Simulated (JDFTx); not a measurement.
# Os (P6_3/mmc) in JDFTx: relaxation of cell and atoms with PBE+D2

Aim: the relaxation of cell and atoms of Os with PBE+D2.

Program: JDFTx 1.7.0 (patched build). These are calculated values, not measurements. Logs are shortened: lines on timing, memory, paths and dates and some standing lists are left out, and cuts for length are marked. The log counts tension as positive stress, the text compression.

## 1. Starting point

Symmetry: P6_3/mmc, No. 194, hexagonal system. Conventional cell: a = 2.734 Å, b = 2.734 Å, c = 4.320 Å, α = 90.00°, β = 90.00°, γ = 120.00°. Around Os (site symmetry -6m2) lie 12 Os at 2.68 to 2.73 Å.

## 2. Relaxation of cell and atoms, PBE+D2

File Os.in:

```
include Os.lattice
coords-type Lattice
include Os.ionpos

ion-species pseudo/Os.upf
elec-cutoff 37 296
elec-ex-corr gga-PBE
van-der-waals
kpoint-folding 11 11 6
elec-smearing Fermi 0.0018374661
elec-n-bands 23
electronic-SCF nIterations 100 energyDiffThreshold 1e-09
electronic-minimize nIterations 30 energyDiffThreshold 1e-7
forces-output-coords Cartesian
lattice-minimize nIterations 40 energyDiffThreshold 1e-6

dump-name run.$VAR
dump End Ecomponents EigStats BandEigs Kpoints Forces Stress
```

File Os.lattice:

```
lattice \
    5.1667001973    -2.5833500987     0.0000000000 \
    0.0000000000     4.4744936247     0.0000000000 \
    0.0000000000     0.0000000000     8.1630499405
```

File Os.ionpos:

```
ion Os     0.6666666667     0.3333333333     0.7500000000 1
ion Os     0.3333333333     0.6666666667     0.2500000000 1
```

Potentials or basis: PseudoDojo-SR-PBE-0.5-standard with smoothed tails.

Started as:

```bash
$ jdftx -c 1 -i Os.in -o Os.out
```

The program printed:

```text
*************** JDFTx 1.7.0 (patched build) ***************

Input parsed successfully to the following command list (including defaults):
[... the input with its defaults ...]

---------- Setting up symmetries ----------

Found 24 point-group symmetries of the bravais lattice
Found 24 space-group symmetries with basis
Applied RMS atom displacement 2.983e-10 bohrs to make symmetries exact.

---------- Initializing the Grid ----------
R =
[       5.1667     -2.58335            0  ]
[            0      4.47449            0  ]
[            0            0      8.16305  ]
unit cell volume = 188.716
G =
[    1.21609   0.702111         -0  ]
[          0    1.40422          0  ]
[          0         -0   0.769711  ]
Minimum fftbox size, Smin = [  44  44  64  ]
Chosen fftbox size, S = [  48  48  64  ]

---------- Initializing tighter grid for wavefunction operations ----------
R =
[       5.1667     -2.58335            0  ]
[            0      4.47449            0  ]
[            0            0      8.16305  ]
unit cell volume = 188.716
G =
[    1.21609   0.702111         -0  ]
[          0    1.40422          0  ]
[          0         -0   0.769711  ]
Minimum fftbox size, Smin = [  32  32  48  ]
Chosen fftbox size, S = [  32  32  48  ]

---------- Exchange Correlation functional ----------
Initalized PBE GGA exchange.
Initalized PBE GGA correlation.

---------- Setting up pseudopotentials ----------
Width of ionic core gaussian charges (only for fluid interactions / plotting) set to 0

Reading pseudopotential file 'pseudo/Os.upf':
  'Os' pseudopotential, 'PBE' functional
  Generated using ONCVPSP code by D. R. Hamann
  16 valence electrons, 4 orbitals, 8 projectors, 1001 radial grid points, with lMax = 3
    5S    l: 0   occupation:  2.0   eigenvalue: -3.364482
    5P    l: 1   occupation:  6.0   eigenvalue: -1.868329
    5D    l: 2   occupation:  6.0   eigenvalue: -0.229874
    6S    l: 0   occupation:  2.0   eigenvalue: -0.225894
  Core radius for overlap checks: 2.19 bohrs.

Initialized 1 species with 2 total atoms.

Folded 1 k-points by 11x11x6 to 726 k-points.

---------- Setting up k-points, bands, fillings ----------
Reduced to 64 k-points under symmetry.
Computing the number of bands and number of electrons
Calculating initial fillings.
nElectrons:  32.000000   nBands: 23   nStates: 64

----- Setting up reduced wavefunction bases (one per k-point) -----
average nbasis = 2028.855 , ideal nbasis = 2028.646

Initializing DFT-D2 calculator:
	Os:  C6:  815.23 Eh-a0^6  R0: 3.326 a0 (WARNING: beyond Grimme's data set)

---------- Setting up ewald sum ----------
Optimum gaussian width for ewald sums = 2.038645 bohr.
Real space sum over 1521 unit cells with max indices [  6  6  4  ]
Reciprocal space sum over 2057 terms with max indices [  5  5  8  ]

---------- Allocating electronic variables ----------
Initializing wave functions:  linear combination of atomic orbitals
Note: number of bands (23) exceeds available atomic orbitals (20)
Os pseudo-atom occupations:   s ( 2 0 )  p ( 6 )  d ( 8 )
	FillingsUpdate:  mu: +0.968090946  nElectrons: 32.000000
LCAOMinimize: Iter:   0  F: -185.2333932223454838  |grad|_K:  1.845e-03  alpha:  1.000e+00
	FillingsUpdate:  mu: +0.995289328  nElectrons: 32.000000
LCAOMinimize: Iter:   1  F: -185.2790906886380640  |grad|_K:  2.043e-05  alpha:  7.779e-01  linmin:  1.213e-01  cgtest: -6.294e-01
	FillingsUpdate:  mu: +0.995287584  nElectrons: 32.000000
[... 4 lines of inner loops ...]
LCAOMinimize: Iter:   4  F: -185.2790961199055744  |grad|_K:  3.606e-08  alpha:  9.369e-01  linmin:  1.652e-03  cgtest: -1.126e-02
	FillingsUpdate:  mu: +0.995087873  nElectrons: 32.000000
LCAOMinimize: Iter:   5  F: -185.2790961199256401  |grad|_K:  4.762e-09  alpha:  8.570e-01  linmin:  1.844e-01  cgtest: -9.045e-01
LCAOMinimize: Converged (|Delta F|<1.000000e-06 for 2 iters).

--------- Lattice Minimization ---------

-------- Electronic minimization -----------
Will mix electronic density at each iteration.
	FillingsUpdate:  mu: +0.995087873  nElectrons: 32.000000
	FillingsUpdate:  mu: +0.985317487  nElectrons: 32.000000
SCF: Cycle:  0   F: -185.374473960575926   dF: -9.538e-02   |Residual|: 1.305e-01   |deigs|: 7.436e-02
	FillingsUpdate:  mu: +0.969325769  nElectrons: 32.000000
SCF: Cycle:  1   F: -185.386880003546622   dF: -1.241e-02   |Residual|: 4.083e-02   |deigs|: 2.170e-02
	FillingsUpdate:  mu: +0.962835796  nElectrons: 32.000000
SCF: Cycle:  2   F: -185.387999622773464   dF: -1.120e-03   |Residual|: 1.021e-02   |deigs|: 8.322e-03
	FillingsUpdate:  mu: +0.963825861  nElectrons: 32.000000
SCF: Cycle:  3   F: -185.387997272762732   dF: +2.350e-06   |Residual|: 4.090e-03   |deigs|: 1.643e-03
	FillingsUpdate:  mu: +0.963244553  nElectrons: 32.000000
SCF: Cycle:  4   F: -185.388010493497347   dF: -1.322e-05   |Residual|: 7.046e-04   |deigs|: 8.139e-04
	FillingsUpdate:  mu: +0.963165439  nElectrons: 32.000000
SCF: Cycle:  5   F: -185.388011142329560   dF: -6.488e-07   |Residual|: 2.769e-04   |deigs|: 1.368e-04
	FillingsUpdate:  mu: +0.963167700  nElectrons: 32.000000
SCF: Cycle:  6   F: -185.388011173541827   dF: -3.121e-08   |Residual|: 1.435e-04   |deigs|: 3.555e-05
	FillingsUpdate:  mu: +0.963179917  nElectrons: 32.000000
SCF: Cycle:  7   F: -185.388011183382503   dF: -9.841e-09   |Residual|: 6.110e-05   |deigs|: 4.224e-05
	FillingsUpdate:  mu: +0.963189461  nElectrons: 32.000000
SCF: Cycle:  8   F: -185.388011185721609   dF: -2.339e-09   |Residual|: 1.169e-05   |deigs|: 3.644e-05
	FillingsUpdate:  mu: +0.963186861  nElectrons: 32.000000
SCF: Cycle:  9   F: -185.388011185924398   dF: -2.028e-10   |Residual|: 4.692e-06   |deigs|: 3.562e-05
	FillingsUpdate:  mu: +0.963186621  nElectrons: 32.000000
SCF: Cycle: 10   F: -185.388011185922664   dF: +1.734e-12   |Residual|: 6.757e-06   |deigs|: 4.053e-05
	FillingsUpdate:  mu: +0.963187515  nElectrons: 32.000000
SCF: Cycle: 11   F: -185.388011185960039   dF: -3.737e-11   |Residual|: 5.048e-07   |deigs|: 2.783e-04
	FillingsUpdate:  mu: +0.963187543  nElectrons: 32.000000
SCF: Cycle: 12   F: -185.388011185964388   dF: -4.349e-12   |Residual|: 3.338e-07   |deigs|: 1.112e-04
SCF: Converged (|Delta E|<1.000000e-09 for 2 iters).

Setting wave functions to eigenvectors of Hamiltonian
# Lattice vectors:
R =
[       5.1667     -2.58335            0  ]
[            0      4.47449            0  ]
[            0            0      8.16305  ]
unit cell volume = 188.716

# Strain tensor in Cartesian coordinates:
[            0            0            0  ]
[            0            0            0  ]
[            0            0            0  ]

# Stress tensor in Cartesian coordinates [Eh/a0^3]:
[  0.000370179            0            0  ]
[            0  0.000370179            0  ]
[            0            0  0.000394804  ]

# Ionic positions in lattice coordinates:
ion Os   0.666666666666667   0.333333333333333   0.750000000000000 1
ion Os   0.333333333333333   0.666666666666667   0.250000000000000 1

# Forces in Cartesian coordinates:
force Os   0.000000000000000  -0.000000000000000   0.000000000000000 1
force Os   0.000000000000000  -0.000000000000000   0.000000000000000 1

# Energy components:
   Eewald =     -162.3798303671208600
       EH =       22.5959662507919816
     Eloc =      -88.4688242739550503
      Enl =       11.2814470554271189
     EvdW =       -0.0843956658383492
      Exc =      -41.3263517110481189
 Exc_core =       17.0766131761973767
       KE =       55.9178484548793406
-------------------------------------
     Etot =     -185.3875270806665299
       TS =        0.0004841052978552
-------------------------------------
        F =     -185.3880111859643876

LatticeMinimize: Iter:   0  F: -185.388011185964388  |grad|_K:  2.157e-02

#--- Lowdin population analysis ---
# oxidation-state Os +0.184 +0.184

-------- Electronic minimization -----------
Will mix electronic density at each iteration.
	FillingsUpdate:  mu: +0.963187543  nElectrons: 32.000000
	FillingsUpdate:  mu: +0.970645887  nElectrons: 32.000000
SCF: Cycle:  0   F: -185.388421109319324   dF: -2.048e-05   |Residual|: 5.970e-04   |deigs|: 6.359e-05
	FillingsUpdate:  mu: +0.970683151  nElectrons: 32.000000
SCF: Cycle:  1   F: -185.388421254075240   dF: -1.448e-07   |Residual|: 2.952e-04   |deigs|: 4.210e-05
	FillingsUpdate:  mu: +0.970707139  nElectrons: 32.000000
SCF: Cycle:  2   F: -185.388421272541507   dF: -1.847e-08   |Residual|: 3.426e-05   |deigs|: 2.286e-05
	FillingsUpdate:  mu: +0.970703582  nElectrons: 32.000000
SCF: Cycle:  3   F: -185.388421274519686   dF: -1.978e-09   |Residual|: 9.878e-06   |deigs|: 5.908e-06
	FillingsUpdate:  mu: +0.970703610  nElectrons: 32.000000
SCF: Cycle:  4   F: -185.388421274782445   dF: -2.628e-10   |Residual|: 3.365e-06   |deigs|: 1.760e-06
	FillingsUpdate:  mu: +0.970703721  nElectrons: 32.000000
SCF: Cycle:  5   F: -185.388421274823372   dF: -4.093e-11   |Residual|: 4.882e-07   |deigs|: 1.423e-06
SCF: Converged (|Delta E|<1.000000e-09 for 2 iters).

Setting wave functions to eigenvectors of Hamiltonian
# Lattice vectors:
R =
[      5.15573     -2.57786            0  ]
[   1.2259e-13      4.46499            0  ]
[            0            0      8.14456  ]
unit cell volume = 187.49

# Strain tensor in Cartesian coordinates:
[  -0.00212332  2.38302e-14            0  ]
[  2.37269e-14  -0.00212332            0  ]
[            0            0  -0.00226456  ]

# Stress tensor in Cartesian coordinates [Eh/a0^3]:
[   0.00028413            0            0  ]
[            0   0.00028413            0  ]
[            0            0  0.000299772  ]

# Ionic positions in lattice coordinates:
ion Os   0.666666666666667   0.333333333333333   0.750000000000000 1
ion Os   0.333333333333333   0.666666666666667   0.250000000000000 1

# Forces in Cartesian coordinates:
force Os   0.000000000000000   0.000000000000000   0.000000000000000 1
force Os   0.000000000000000   0.000000000000000   0.000000000000000 1

# Energy components:
   Eewald =     -162.7328142144680214
       EH =       22.4626427298026954
     Eloc =      -88.0025470557119434
      Enl =       11.2841000720880444
     EvdW =       -0.0852090921515574
      Exc =      -41.3367808715827394
 Exc_core =       17.0766131060798863
       KE =       55.9460529146423440
-------------------------------------
     Etot =     -185.3879424113013101
       TS =        0.0004788635220591
-------------------------------------
        F =     -185.3884212748233722

LatticeMinimize: Iter:   1  F: -185.388421274823372  |grad|_K:  1.639e-02  alpha:  1.000e+00  linmin: -1.000e+00

#--- Lowdin population analysis ---
# oxidation-state Os +0.184 +0.184

-------- Electronic minimization -----------
Will mix electronic density at each iteration.
	FillingsUpdate:  mu: +0.970703721  nElectrons: 32.000000
	FillingsUpdate:  mu: +0.993902811  nElectrons: 32.000000
SCF: Cycle:  0   F: -185.388961967039904   dF: -2.002e-04   |Residual|: 1.900e-03   |deigs|: 5.608e-05
	FillingsUpdate:  mu: +0.994014610  nElectrons: 32.000000
SCF: Cycle:  1   F: -185.388962756070811   dF: -7.890e-07   |Residual|: 9.398e-04   |deigs|: 1.178e-04
	FillingsUpdate:  mu: +0.994085869  nElectrons: 32.000000
SCF: Cycle:  2   F: -185.388962853681875   dF: -9.761e-08   |Residual|: 9.463e-05   |deigs|: 6.548e-05
	FillingsUpdate:  mu: +0.994077765  nElectrons: 32.000000
SCF: Cycle:  3   F: -185.388962862896534   dF: -9.215e-09   |Residual|: 3.103e-05   |deigs|: 1.203e-05
	FillingsUpdate:  mu: +0.994076647  nElectrons: 32.000000
SCF: Cycle:  4   F: -185.388962863890356   dF: -9.938e-10   |Residual|: 9.345e-06   |deigs|: 2.257e-06
	FillingsUpdate:  mu: +0.994077347  nElectrons: 32.000000
SCF: Cycle:  5   F: -185.388962864099113   dF: -2.088e-10   |Residual|: 1.501e-06   |deigs|: 1.499e-06
[... 107 lines left out ...]
-------- Electronic minimization -----------
Will mix electronic density at each iteration.
	FillingsUpdate:  mu: +0.993772720  nElectrons: 32.000000
	FillingsUpdate:  mu: +0.993789721  nElectrons: 32.000000
SCF: Cycle:  0   F: -185.388963384994724   dF: -4.259e-08   |Residual|: 2.855e-05   |deigs|: 3.632e-07
	FillingsUpdate:  mu: +0.993789276  nElectrons: 32.000000
SCF: Cycle:  1   F: -185.388963388672266   dF: -3.678e-09   |Residual|: 1.654e-05   |deigs|: 6.332e-07
	FillingsUpdate:  mu: +0.993788862  nElectrons: 32.000000
SCF: Cycle:  2   F: -185.388963388965976   dF: -2.937e-10   |Residual|: 2.460e-06   |deigs|: 5.802e-07
	FillingsUpdate:  mu: +0.993788951  nElectrons: 32.000000
SCF: Cycle:  3   F: -185.388963389008438   dF: -4.246e-11   |Residual|: 8.529e-07   |deigs|: 3.085e-07
SCF: Converged (|Delta E|<1.000000e-09 for 2 iters).

Setting wave functions to eigenvectors of Hamiltonian
# Lattice vectors:
R =
[      5.12166     -2.56083            0  ]
[  5.00771e-13      4.43549            0  ]
[            0            0      8.09162  ]
unit cell volume = 183.818

# Strain tensor in Cartesian coordinates:
[  -0.00871706  9.70063e-14            0  ]
[  9.69228e-14  -0.00871706            0  ]
[            0            0  -0.00875011  ]

# Stress tensor in Cartesian coordinates [Eh/a0^3]:
[  8.98818e-07            0            0  ]
[            0  8.98818e-07            0  ]
[            0            0 -1.65741e-06  ]

# Ionic positions in lattice coordinates:
ion Os   0.666666666666667   0.333333333333333   0.750000000000000 1
ion Os   0.333333333333333   0.666666666666667   0.250000000000000 1

# Forces in Cartesian coordinates:
force Os  -0.000000000000000  -0.000000000000000   0.000000000000000 1
force Os   0.000000000000000   0.000000000000000   0.000000000000000 1

# Energy components:
   Eewald =     -163.8095225886352182
       EH =       22.0596979129189386
     Eloc =      -86.5855352102731644
      Enl =       11.2923246823113992
     EvdW =       -0.0877121083529512
      Exc =      -41.3690398555254362
 Exc_core =       17.0766129273883784
       KE =       56.0346747773548088
-------------------------------------
     Etot =     -185.3884994628132290
       TS =        0.0004639261952090
-------------------------------------
        F =     -185.3889633890084383

LatticeMinimize: Iter:   4  F: -185.388963389008438  |grad|_K:  6.694e-05  alpha:  1.000e+00  linmin: -1.000e+00
LatticeMinimize: Converged (|Delta F|<1.000000e-06 for 2 iters).

#--- Lowdin population analysis ---
# oxidation-state Os +0.182 +0.182

Dumping 'run.eigStats' ...
	eMin: -2.192879 at state 0 ( [ +0.000000 +0.000000 +0.000000 ] spin 0 )
	HOMO: +0.993229 at state 6 ( [ +0.000000 +0.090909 +0.333333 ] spin 0 )
	mu  : +0.993789
	LUMO: +0.995957 at state 38 ( [ +0.090909 +0.363636 +0.333333 ] spin 0 )
	eMax: +1.644399 at state 3 ( [ +0.000000 +0.000000 +0.500000 ] spin 0 )
	HOMO-LUMO gap: +0.002728
	Optical gap  : +0.011739 at state 26 ( [ +0.090909 +0.090909 +0.333333 ] spin 0 )
Done!
```

It took 2.1 min on 1 thread of Intel Xeon 6975P-C (Granite Rapids), shared host; peak memory 0.24 GiB.

What came out:

```yaml
Free_energy: -5044.6907 eV
Relaxed_volume: 13.62 Å³/atom
Relaxed_cell: a = 2.710 Å, b = 2.710 Å, c = 4.282 Å, α = 90.00°, β = 90.00°, γ = 120.00°
Space_group_after_relaxing_to_0.05_Å: P6_3/mmc (No. 194)
Energy_gained_by_relaxing: 13.0 meV/atom
Ionic_steps: 5
Pressure_after_relaxing: 0.0 GPa
Band_gap_on_the_k_mesh: none (metal or under the smearing width)
```

The path:
| step | energy change (eV) | largest force (eV/Å) | pressure (GPa) | volume (Å³) |
| --- | --- | --- | --- | --- |
| 1 | 0.0000 | 0.0000 | -11.13 | 27.96 |
| 2 | -0.0112 | 0.0000 | -8.51 | 27.78 |
| 3 | -0.0259 | 0.0000 | 0.12 | 27.23 |
| 4 | -0.0259 | 0.0000 | 0.00 | 27.24 |
| 5 | -0.0259 | 0.0000 | 0.00 | 27.24 |

Final structure:
```yaml
crystal:
  lattice:
    - [2.71027, 0.00000, 0.00000]
    - [-1.35513, 2.34716, 0.00000]
    - [0.00000, 0.00000, 4.28190]
  atoms:
    - { symbol: Os, position: [0.66667, 0.33333, 0.75000] }
    - { symbol: Os, position: [0.33333, 0.66667, 0.25000] }
```

Caveat: pairwise dispersion overbinds metals, which lowers pressure and volume. Spin-orbit coupling is left out, which matters for the levels of Os.
